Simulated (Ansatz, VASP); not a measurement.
One calculation of BaTe, two programs

File INCAR:

```
  ALGO = Normal
  EDIFF = 1E-6
  ENCUT = 520
  GGA = PE
  ISIF = 2
  ISMEAR = 0
  LASPH = T
  LCHARG = T
  LELF = T
  LREAL = F
  LVHAR = T
  LWAVE = F
  NBANDS = 15
  NELM = 100
  PREC = Accurate
  SIGMA = 0.05
```

The input KPOINTS:

```
k-points
0
Gamma
  8 8 8
```

File POSCAR:

```
BaTe
1.0
    0.0000000000      3.8277882743      2.7062463099
    3.8277882743      0.0000000000      2.7062463099
    3.8277882743      3.8277882743      0.0000000000
Ba Te
1 1
Direct
    0.0000000000      0.0000000000      0.0000000000
    0.5000000000      0.5000000000      0.5000000000
```

Input for Ansatz:

```yaml
crystal:
  lattice:
    - [0.0, 3.8277882743, 2.7062463099]
    - [3.8277882743, 0.0, 2.7062463099]
    - [3.8277882743, 3.8277882743, 0.0]
  atoms:
    - { symbol: Ba, position: [0.0, 0.0, 0.0] }
    - { symbol: Te, position: [0.5, 0.5, 0.5] }
basis:
  ecutwfc: 420
kpoints:
  mp_grid: { grid: [8, 8, 8] }
hamiltonian:
  xc: pbe
scf:
  occupations: { method: gaussian, width: 0.05 }
output:
  forces: true
  stress: true
  eigenvalues: true
  write_density: true
  write_potential: true
  elf: true
  volumetric_format: npy
```

Alike in both runs: task single point; functional PBE; k mesh 8 × 8 × 8; occupations gaussian, width 0.05 eV; no spin polarisation.

|  | VASP | Ansatz |
| --- | --- | --- |
| version | VASP 6.6.1 | Ansatz 0.2.0 |
| potentials or method | VASP PAW PBE potentials, release 64 (Ba_sv, Te) | scalar-relativistic, plane waves, PAW |
| plane-wave cutoff (eV) | 520 | 420 |
| valence electrons in the cell | 16 | 26 |

|  | VASP | Ansatz | Ansatz less VASP |
| --- | --- | --- | --- |
| gap on the k mesh at the Fermi level (eV) | none | none | - |
| pressure (GPa) | 19.8 | 19.4 | -0.44 |
| largest component of the traceless stress (GPa) | 45.36 | 44.24 | -1.115 |

A gap of «none» marks a metal or a gap that the smearing closes. With one functional, cell and mesh, what is left measures potentials, basis and numerics. The two sets of potentials don't hold the same shells in valence.

Caveats: so large a pressure means that the cell lies far from this level's equilibrium, or that cutoff or potentials fall short (VASP). Spin-orbit coupling is left out, which matters for the levels of Ba, Te.
